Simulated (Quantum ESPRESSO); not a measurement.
# HgTe (Coloradoite) (F-43m) in Quantum ESPRESSO: notebook

Runs on HgTe (Coloradoite). Level: Q2D. Tasks: single point, equation of state.

All numbers are computed with Quantum ESPRESSO 7.5; they aren't measurements. Logs are shortened: lines on timing, memory, paths and dates and some standing lists are left out, and cuts for length are marked.

**Experimental background.**

A printed reference work, monograph reports, for a bulk crystal of HgTe: bulk modulus 43 GPa.

The runs below are set against these values where they give the same quantity.

## (1) Starting point

It takes space group F-43m (No. 216, cubic). The conventional cell has a = 6.429 Å, b = 6.429 Å, c = 6.429 Å, α = 90.00°, β = 90.00°, γ = 90.00°. Hg (site symmetry -43m) has 4 Te at 2.78 Å as nearest neighbours. Te (site symmetry -43m) is surrounded by 4 Hg at 2.78 Å.

## (2) Single point, Q2D, 31.22 Å³/atom

pw.in

```
&CONTROL
  calculation = 'scf'
  prefix = 'pwscf'
  outdir = './tmp'
  pseudo_dir = './pseudo'
  tprnfor = .true.
  tstress = .true.
  disk_io = 'nowf'
/
&SYSTEM
  ibrav = 0
  nat = 2
  ntyp = 2
  ecutwfc = 80
  nbnd = 26
  input_dft = 'q2d'
  occupations = 'smearing'
  smearing = 'fd'
  degauss = 0.00367493
/
&ELECTRONS
  conv_thr = 4d-10
  electron_maxstep = 120
  mixing_beta = 0.5
/
ATOMIC_SPECIES
Hg   200.5920 Hg.upf
Te   127.6000 Te.upf
CELL_PARAMETERS angstrom
   0.0000000000    3.1488795465    3.1488795465
   3.1488795465    0.0000000000    3.1488795465
   3.1488795465    3.1488795465    0.0000000000
ATOMIC_POSITIONS crystal
Hg     0.0000000000    0.0000000000    0.0000000000
Te     0.7500000000    0.7500000000    0.7500000000
K_POINTS automatic
7 7 7 0 0 0
```

Potentials or basis: PseudoDojo 0.4.1 SR PBE standard.

Started as:

```
$ OMP_NUM_THREADS=1 pw.x -in pw.in > pw.out
```

pw.out:

```text
This program is part of the open-source Quantum ESPRESSO suite
     for quantum simulation of materials; please cite
         "P. Giannozzi et al., J. Phys.:Condens. Matter 21 395502 (2009);
         "P. Giannozzi et al., J. Phys.:Condens. Matter 29 465901 (2017);
         "P. Giannozzi et al., J. Chem. Phys. 152 154105 (2020);
     in publications or presentations arising from this work. More details at

     IMPORTANT: XC functional enforced from input :
     Exchange-correlation= Q2D
                           (   1   4  19  12   0   0   0)
     Any further DFT definition will be discarded
     Please, verify this is what you really want

     Message from routine setup:
     using ibrav=0 with symmetry is DISCOURAGED, use correct ibrav instead

     G-vector sticks info
     --------------------
     sticks:   dense  smooth     PW     G-vecs:    dense   smooth      PW
     Sum        1555    1555    439                40821    40821    6231

     Using Slab Decomposition

     bravais-lattice index     =            0
     lattice parameter (alat)  =       8.4153  a.u.
     unit-cell volume          =     421.4002 (a.u.)^3
     number of atoms/cell      =            2
     number of atomic types    =            2
     number of electrons       =        36.00
     number of Kohn-Sham states=           26
     kinetic-energy cutoff     =      80.0000  Ry
     charge density cutoff     =     320.0000  Ry
     scf convergence threshold =      4.0E-10
     mixing beta               =       0.5000
     number of iterations used =            8  plain     mixing
     Exchange-correlation= Q2D
                           (   1   4  19  12   0   0   0)

     celldm(1)=   8.415306  celldm(2)=   0.000000  celldm(3)=   0.000000
     celldm(4)=   0.000000  celldm(5)=   0.000000  celldm(6)=   0.000000

     crystal axes: (cart. coord. in units of alat)
               a(1) = (   0.000000   0.707107   0.707107 )
               a(2) = (   0.707107   0.000000   0.707107 )
               a(3) = (   0.707107   0.707107   0.000000 )

     reciprocal axes: (cart. coord. in units 2 pi/alat)
               b(1) = ( -0.707107  0.707107  0.707107 )
               b(2) = (  0.707107 -0.707107  0.707107 )
               b(3) = (  0.707107  0.707107 -0.707107 )

     PseudoPot. # 1 for Hg read from file:
     Hg.upf
     Pseudo is Norm-conserving + core correction, Zval = 20.0
     Generated using ONCVPSP code by D. R. Hamann
     Using radial grid of 1262 points,  7 beta functions with:
                l(1) =   0
                l(2) =   0
                l(3) =   1
                l(4) =   1
                l(5) =   2
                l(6) =   2
                l(7) =   3

     PseudoPot. # 2 for Te read from file:
     Te.upf
     Pseudo is Norm-conserving + core correction, Zval = 16.0
     Generated using ONCVPSP code by D. R. Hamann
     Using radial grid of 1294 points,  6 beta functions with:
                l(1) =   0
                l(2) =   0
                l(3) =   1
                l(4) =   1
                l(5) =   2
                l(6) =   2

     atomic species   valence    mass     pseudopotential
     Hg               20.00   200.59200     Hg( 1.00)
     Te               16.00   127.60000     Te( 1.00)

     24 Sym. Ops. (no inversion) found

   Cartesian axes

     site n.     atom                  positions (alat units)
         1        Hg     tau(   1) = (   0.0000000   0.0000000   0.0000000  )
         2        Te     tau(   2) = (   1.0606602   1.0606602   1.0606602  )

     number of k points=    20  Fermi-Dirac smearing, width (Ry)=  0.0037
                       cart. coord. in units 2pi/alat
        k(    1) = (   0.0000000   0.0000000   0.0000000), wk =   0.0058309
        k(    2) = (   0.1010153   0.1010153  -0.1010153), wk =   0.0466472
        k(    3) = (   0.2020305   0.2020305  -0.2020305), wk =   0.0466472
        k(    4) = (   0.3030458   0.3030458  -0.3030458), wk =   0.0466472
        k(    5) = (   0.2020305   0.0000000  -0.0000000), wk =   0.0349854
        k(    6) = (   0.3030458   0.1010153  -0.1010153), wk =   0.1399417
[... 12 lines left out ...]
        k(   19) = (  -0.1010153  -0.5050763   0.7071068), wk =   0.1399417
        k(   20) = (  -0.0000000  -0.4040610   0.6060915), wk =   0.1399417

     Dense  grid:    40821 G-vectors     FFT dimensions: (  48,  48,  48)

     Initial potential from superposition of free atoms

     starting charge      35.9997, renormalised to      36.0000
     Starting wfcs are   19 randomized atomic wfcs +    7 random wfcs

     Self-consistent Calculation

     iteration #  1     ecut=    80.00 Ry     beta= 0.50
     Davidson diagonalization with overlap
     ethr =  1.00E-02,  avg # of iterations =  5.5

     Threshold (ethr) on eigenvalues was too large:
     Diagonalizing with lowered threshold

     Davidson diagonalization with overlap
     ethr =  1.87E-04,  avg # of iterations =  3.8

     total energy              =    -541.57664988 Ry
     estimated scf accuracy    <       0.06914234 Ry

     iteration #  2     ecut=    80.00 Ry     beta= 0.50
     Davidson diagonalization with overlap
     ethr =  1.92E-04,  avg # of iterations =  2.0

     total energy              =    -541.59647311 Ry
     estimated scf accuracy    <       0.00995578 Ry

     iteration #  3     ecut=    80.00 Ry     beta= 0.50
     Davidson diagonalization with overlap
     ethr =  2.77E-05,  avg # of iterations =  2.8

     total energy              =    -541.59807768 Ry
     estimated scf accuracy    <       0.00061780 Ry

     iteration #  4     ecut=    80.00 Ry     beta= 0.50
     Davidson diagonalization with overlap
     ethr =  1.72E-06,  avg # of iterations =  4.8

     total energy              =    -541.59811666 Ry
     estimated scf accuracy    <       0.00002324 Ry

     iteration #  5     ecut=    80.00 Ry     beta= 0.50
     Davidson diagonalization with overlap
     ethr =  6.46E-08,  avg # of iterations =  2.4
[... 8 lines left out ...]
     total energy              =    -541.59812342 Ry
     estimated scf accuracy    <       0.00000018 Ry

     iteration #  7     ecut=    80.00 Ry     beta= 0.50
     Davidson diagonalization with overlap
     ethr =  4.97E-10,  avg # of iterations =  2.0

     total energy              =    -541.59812348 Ry
     estimated scf accuracy    <       0.00000012 Ry

     iteration #  8     ecut=    80.00 Ry     beta= 0.50
     Davidson diagonalization with overlap
     ethr =  3.42E-10,  avg # of iterations =  2.0

     total energy              =    -541.59812350 Ry
     estimated scf accuracy    <          1.6E-09 Ry

     iteration #  9     ecut=    80.00 Ry     beta= 0.50
     Davidson diagonalization with overlap
     ethr =  4.36E-12,  avg # of iterations =  2.0

     End of self-consistent calculation

          k = 0.0000 0.0000 0.0000 (  5029 PWs)   bands (ev):

  -105.2833 -53.6543 -53.6543 -53.6543 -26.8499 -26.8499 -26.8499 -26.8385
   -26.8385  -2.6245   2.2229   2.2229   2.2229   2.8652   2.8652   9.3550
    10.0325  10.0325  10.0325  14.0593  14.0593  14.0593  16.0906  19.6398
    19.6398  19.8442

          k = 0.1010 0.1010-0.1010 (  5065 PWs)   bands (ev):

  -105.2833 -53.6543 -53.6543 -53.6543 -26.8501 -26.8499 -26.8499 -26.8384
   -26.8384  -2.5064   2.2544   2.2561   2.2561   2.8616   2.8616   7.8718
     9.7642   9.7642  10.7714  13.9644  14.3937  14.3937  17.3423  18.5985
    18.5985  19.1194

          k = 0.2020 0.2020-0.2020 (  5063 PWs)   bands (ev):

  -105.2833 -53.6544 -53.6543 -53.6543 -26.8504 -26.8497 -26.8497 -26.8383
   -26.8383  -2.2225   2.3230   2.3230   2.4400   2.8662   2.8662   5.9444
     9.2614   9.2614  10.7885  14.8423  14.8423  15.1579  17.2438  18.5819
    18.5819  21.3067

          k = 0.3030 0.3030-0.3030 (  5090 PWs)   bands (ev):

  -105.2833 -53.6545 -53.6543 -53.6543 -26.8506 -26.8497 -26.8497 -26.8383
   -26.8383  -1.9747   2.3650   2.3650   2.8875   2.8875   2.9658   4.3233
     8.9151   8.9151  10.6313  14.9132  14.9132  16.3703  17.4757  19.7302
    19.7302  21.9510

          k = 0.2020 0.0000-0.0000 (  5065 PWs)   bands (ev):

  -105.2833 -53.6543 -53.6543 -53.6543 -26.8502 -26.8498 -26.8498 -26.8385
   -26.8383  -2.4666   2.2223   2.2884   2.2884   2.8400   2.8798   7.8259
     9.3378   9.3378  11.4705  13.0593  14.9409  14.9409  17.1947  17.9559
    19.9224  20.2691
[... 43 lines left out ...]
          k = 0.5051 0.1010-0.1010 (  5091 PWs)   bands (ev):

  -105.2833 -53.6544 -53.6543 -53.6543 -26.8510 -26.8495 -26.8494 -26.8385
   -26.8379  -1.8702   2.3624   2.5270   2.5749   2.9210   2.9972   5.0278
     7.4765   7.8846  12.0521  12.9749  16.0984  17.1407  18.6732  20.6089
    21.1915  22.0391

          k =-0.1010-0.5051 0.5051 (  5094 PWs)   bands (ev):

  -105.2833 -53.6544 -53.6544 -53.6543 -26.8507 -26.8498 -26.8494 -26.8384
   -26.8380  -1.7619   2.4125   2.5281   2.7401   2.8931   3.3634   4.1950
     6.7804   8.0143  12.1530  14.1406  16.2888  16.7082  18.1489  19.8119
    21.0424  22.5476

          k =-0.0000-0.4041 0.4041 (  5102 PWs)   bands (ev):

  -105.2833 -53.6544 -53.6544 -53.6543 -26.8504 -26.8500 -26.8496 -26.8383
   -26.8382  -1.8472   2.4113   2.4607   2.8010   2.8514   3.0602   4.6716
     6.7677   8.5310  12.2725  14.4825  15.9508  15.9594  18.4071  18.4407
    20.9900  22.0633

          k = 0.6061-0.0000 0.0000 (  5093 PWs)   bands (ev):

  -105.2833 -53.6545 -53.6543 -53.6543 -26.8513 -26.8493 -26.8493 -26.8386
   -26.8378  -1.7457   2.3526   2.6177   2.6177   2.9395   3.1777   4.5157
     7.4693   7.4693  11.7279  12.1736  17.8863  18.6761  18.6761  20.3665
    22.2403  22.2408

          k =-0.0000-0.6061 0.6061 (  5096 PWs)   bands (ev):

  -105.2833 -53.6545 -53.6544 -53.6543 -26.8512 -26.8494 -26.8493 -26.8386
   -26.8378  -1.6972   2.3954   2.6187   2.6550   2.9254   3.4736   4.0840
     6.9660   7.5219  11.9395  12.7677  17.4509  18.2099  18.7330  20.5107
    21.8236  22.1051

          k = 0.4041 0.2020 0.0000 (  5091 PWs)   bands (ev):

  -105.2833 -53.6544 -53.6543 -53.6543 -26.8506 -26.8497 -26.8496 -26.8384
   -26.8381  -2.0110   2.3574   2.4268   2.5414   2.8661   2.9217   5.5209
     7.5647   8.5418  12.4019  13.4789  14.8952  16.5756  17.8144  20.3290
    20.4029  21.1375

          k =-0.2020-0.4041 0.6061 (  5099 PWs)   bands (ev):

  -105.2833 -53.6544 -53.6544 -53.6543 -26.8505 -26.8499 -26.8495 -26.8384
   -26.8381  -1.8208   2.4215   2.4669   2.7577   2.8777   3.1746   4.4497
     7.0388   8.1081  12.5688  14.0978  15.1296  17.1035  18.0451  19.8706
    20.5481  21.9746

          k =-0.1010-0.5051 0.7071 (  5083 PWs)   bands (ev):

  -105.2833 -53.6544 -53.6544 -53.6543 -26.8510 -26.8497 -26.8493 -26.8385
   -26.8379  -1.7366   2.4251   2.5532   2.6741   2.9040   3.3096   4.3627
     7.0443   7.4046  12.5862  13.1113  15.9633  17.6751  18.9707  20.8583
    21.4301  22.0381

          k =-0.0000-0.4041 0.6061 (  5115 PWs)   bands (ev):

  -105.2833 -53.6544 -53.6544 -53.6543 -26.8506 -26.8500 -26.8493 -26.8384
   -26.8380  -1.7153   2.4528   2.5413   2.7757   2.8407   3.5090   4.0923
     6.6558   7.5002  12.8898  14.2447  15.5657  16.3466  18.8923  20.1991
    22.0086  22.3678

     the Fermi energy is    10.0700 ev

!    total energy              =    -541.59812350 Ry
     estimated scf accuracy    <          1.8E-10 Ry
     smearing contrib. (-TS)   =      -0.00004624 Ry
     internal energy E=F+TS    =    -541.59807726 Ry

     The total energy is F=E-TS. E is the sum of the following terms:
     one-electron contribution =    -301.53667810 Ry
     hartree contribution      =     158.90014790 Ry
     xc contribution           =    -103.11273254 Ry
     ewald contribution        =    -295.84881452 Ry

     convergence has been achieved in   9 iterations

     Forces acting on atoms (cartesian axes, Ry/au):

     atom    1 type  1   force =     0.00000000    0.00000000    0.00000000
     atom    2 type  2   force =     0.00000000   -0.00000000    0.00000000

     Total force =     0.000000     Total SCF correction =     0.000000

     Computing stress (Cartesian axis) and pressure

          total   stress  (Ry/bohr**3)                   (kbar)     P=       36.42
   0.00024756  -0.00000000  -0.00000000           36.42       -0.00       -0.00
  -0.00000000   0.00024756  -0.00000000           -0.00       36.42       -0.00
  -0.00000000  -0.00000000   0.00024756           -0.00       -0.00       36.42

=------------------------------------------------------------------------------=
   JOB DONE.
=------------------------------------------------------------------------------=
```

Wall time 45 s (1 thread of Arm Neoverse V1, shared host); peak memory 0.13 GiB.

Results:

```
Free energy            : -7368.8179 eV
Pressure               : 3.6 GPa
Band gap on the k mesh : none (metal or under the smearing width)
```

Caveat: the potentials were made for another functional, which shifts forces and pressure.

## (3) Single point, Q2D, 31.89 Å³/atom

pw.in: that of step 2 with these lines changed.

```diff
@@ -29,5 +29,5 @@
 CELL_PARAMETERS angstrom
-   0.0000000000    3.1488795465    3.1488795465
-   3.1488795465    0.0000000000    3.1488795465
-   3.1488795465    3.1488795465    0.0000000000
+   0.0000000000    3.1710554852    3.1710554852
+   3.1710554852    0.0000000000    3.1710554852
+   3.1710554852    3.1710554852    0.0000000000
 ATOMIC_POSITIONS crystal
```

Potentials or basis: PseudoDojo 0.4.1 SR PBE standard.

Started as:

```
$ OMP_NUM_THREADS=1 pw.x -in pw.in > pw.out
```

Run time: 54 s. Hardware: 1 thread of Arm Neoverse V1, shared host; peak memory 0.13 GiB.

Results (log left out):

```
Free energy            : -7368.8425 eV
Pressure               : 2.3 GPa
Band gap on the k mesh : none (metal or under the smearing width)
```

Caveat: the potentials were made for another functional, which shifts forces and pressure.

## (4) Single point, Q2D, 32.55 Å³/atom

pw.in: that of step 3 with these lines changed.

```diff
@@ -29,5 +29,5 @@
 CELL_PARAMETERS angstrom
-   0.0000000000    3.1710554852    3.1710554852
-   3.1710554852    0.0000000000    3.1710554852
-   3.1710554852    3.1710554852    0.0000000000
+   0.0000000000    3.1929255244    3.1929255244
+   3.1929255244    0.0000000000    3.1929255244
+   3.1929255244    3.1929255244    0.0000000000
 ATOMIC_POSITIONS crystal
```

Started as:

```
$ OMP_NUM_THREADS=1 pw.x -in pw.in > pw.out
```

Wall time 54 s (1 thread of Arm Neoverse V1, shared host); peak memory 0.14 GiB.

It converged, with:

- Free energy: -7368.8565 eV
- Pressure: 1.1 GPa
- Band gap on the k mesh: none (metal or under the smearing width)

Caveat: the potentials were made for another functional, which shifts forces and pressure.

## (5) Single point, Q2D, 33.22 Å³/atom

pw.in: that of step 4 with these lines changed.

```diff
@@ -29,5 +29,5 @@
 CELL_PARAMETERS angstrom
-   0.0000000000    3.1929255244    3.1929255244
-   3.1929255244    0.0000000000    3.1929255244
-   3.1929255244    3.1929255244    0.0000000000
+   0.0000000000    3.2145000000    3.2145000000
+   3.2145000000    0.0000000000    3.2145000000
+   3.2145000000    3.2145000000    0.0000000000
 ATOMIC_POSITIONS crystal
```

Started as:

```
$ OMP_NUM_THREADS=1 pw.x -in pw.in > pw.out
```

Run time: 53 s. Hardware: 1 thread of Arm Neoverse V1, shared host; peak memory 0.14 GiB.

Results (log left out):

```
Free energy            : -7368.8611 eV
Pressure               : 0.0 GPa
Band gap on the k mesh : none (metal or under the smearing width)
```

Caveat: the potentials were made for another functional, which shifts forces and pressure.

## (6) Single point, Q2D, 33.88 Å³/atom

pw.in: that of step 5 with these lines changed.

```diff
@@ -29,5 +29,5 @@
 CELL_PARAMETERS angstrom
-   0.0000000000    3.2145000000    3.2145000000
-   3.2145000000    0.0000000000    3.2145000000
-   3.2145000000    3.2145000000    0.0000000000
+   0.0000000000    3.2357886999    3.2357886999
+   3.2357886999    0.0000000000    3.2357886999
+   3.2357886999    3.2357886999    0.0000000000
 ATOMIC_POSITIONS crystal
```

Potentials or basis: PseudoDojo 0.4.1 SR PBE standard.

Started as:

```
$ OMP_NUM_THREADS=1 pw.x -in pw.in > pw.out
```

It took 54 s on 1 thread of Arm Neoverse V1, shared host; peak memory 0.14 GiB.

The run converged. Its results:

```yaml
Free_energy: -7368.8574 eV
Pressure: -0.9 GPa
Band_gap_on_the_k_mesh: none (metal or under the smearing width)
```

Caveat: the potentials were made for another functional, which shifts forces and pressure.

## (7) Single point, Q2D, 34.54 Å³/atom

pw.in: that of step 6 with these lines changed.

```diff
@@ -29,5 +29,5 @@
 CELL_PARAMETERS angstrom
-   0.0000000000    3.2357886999    3.2357886999
-   3.2357886999    0.0000000000    3.2357886999
-   3.2357886999    3.2357886999    0.0000000000
+   0.0000000000    3.2568009036    3.2568009036
+   3.2568009036    0.0000000000    3.2568009036
+   3.2568009036    3.2568009036    0.0000000000
 ATOMIC_POSITIONS crystal
```

Started as:

```
$ OMP_NUM_THREADS=1 pw.x -in pw.in > pw.out
```

Wall time 55 s (1 thread of Arm Neoverse V1, shared host); peak memory 0.14 GiB.

The run converged. Its results:

| Quantity | Value |
| --- | --- |
| Free energy | -7368.8463 eV |
| Pressure | -1.8 GPa |
| Band gap on the k mesh | none (metal or under the smearing width) |

Caveat: the potentials were made for another functional, which shifts forces and pressure.

## (8) Single point, Q2D, 35.21 Å³/atom

pw.in: that of step 7 with these lines changed.

```diff
@@ -29,5 +29,5 @@
 CELL_PARAMETERS angstrom
-   0.0000000000    3.2568009036    3.2568009036
-   3.2568009036    0.0000000000    3.2568009036
-   3.2568009036    3.2568009036    0.0000000000
+   0.0000000000    3.2775454177    3.2775454177
+   3.2775454177    0.0000000000    3.2775454177
+   3.2775454177    3.2775454177    0.0000000000
 ATOMIC_POSITIONS crystal
```

Started as:

```
$ OMP_NUM_THREADS=1 pw.x -in pw.in > pw.out
```

Run time: 56 s. Hardware: 1 thread of Arm Neoverse V1, shared host; peak memory 0.14 GiB.

Results (log left out):

| Item | Value |
| --- | --- |
| Free energy | -7368.8286 eV |
| Pressure | -2.5 GPa |
| Band gap on the k mesh | none (metal or under the smearing width) |

Caveat: the potentials were made for another functional, which shifts forces and pressure.

## (9) Equation of state, Q2D

Potentials or basis: PseudoDojo 0.4.1 SR PBE standard.

No new run: the results of the series are fitted here.

What came out:

* Equilibrium volume: 33.24 Å³/atom
* Bulk modulus: 50 GPa
* Pressure derivative of the bulk modulus: 5.0

Energy against volume, from the lowest point:
```tsv
volume (Å³/atom)	energy (meV/atom)
31.223	21.63
31.887	9.32
32.551	2.31
33.215	0.00
33.880	1.86
34.544	7.41
35.208	16.24
```

Caveat: the potentials were made for another functional, which shifts forces and pressure.

## (10) How close it comes

Step 9. Against the measured bulk modulus of HgTe, 43 GPa (a printed reference work, monograph), the calculated 50 GPa is off by +16.3 %. The fit is for a static lattice scaled at fixed shape and fixed fractional positions.
